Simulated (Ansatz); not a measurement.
What a trial cell of Se relaxes into

Level of theory: Ansatz, DFT PBEsol, scalar-relativistic, plane waves, PAW. Cutoff 420 eV, Γ-centred k mesh, Gaussian smearing, no spin polarisation in the final step.

Se was placed on the indium (bct) structure type (I4/mmm, No. 139), at a guessed volume.

```
CELL_PARAMETERS angstrom
-1.65219 1.65219 2.51356
1.65219 -1.65219 2.51356
1.65219 1.65219 -2.51356
ATOMIC_POSITIONS crystal
Se 0.00000 0.00000 0.00000
```

Cell and atoms relax at zero pressure; the relaxation can't lower the symmetry of the start. After a coarse first stage the cell is made exact in the group found at 0.06 Å.

Energies count from the standard state of Se at the same level.

Question: Which crystal results?

Answer: It keeps I4/mmm (No. 139), but not the shape of the type it started on. Conventional cell: a = 2.604 Å, c = 7.336 Å. Around Se lie 4 Se at 2.60 Å.

Space group I4/mmm (No. 139). a = 2.604 Å, b = 2.604 Å, c = 7.336 Å, α = 90.00°, β = 90.00°, γ = 90.00°
```
atom site symmetry x y z
  Se    2a     4/mmm  0.0000  0.0000  0.0000
```

Question: What are its volume, energy, density and gap?

Answer: The volume per atom is 24.9 Å³, the density is 5.3 g/cm³ and the energy over the standard structure is 0.20 eV/atom. The gap on the 22×22×22 mesh is 0 eV (a metal).

The final run used a 22×22×22 mesh on its 1-atom cell and 0.10 eV smearing. The k mesh leaves about 4 meV/atom of noise in metals. No dispersion correction is applied, so the spacing between layers, chains or molecules is poorly fixed, and with it the volume and density. A structure relaxed within its symmetry needn't be a true minimum. The steps took roughly 40 core-seconds in all.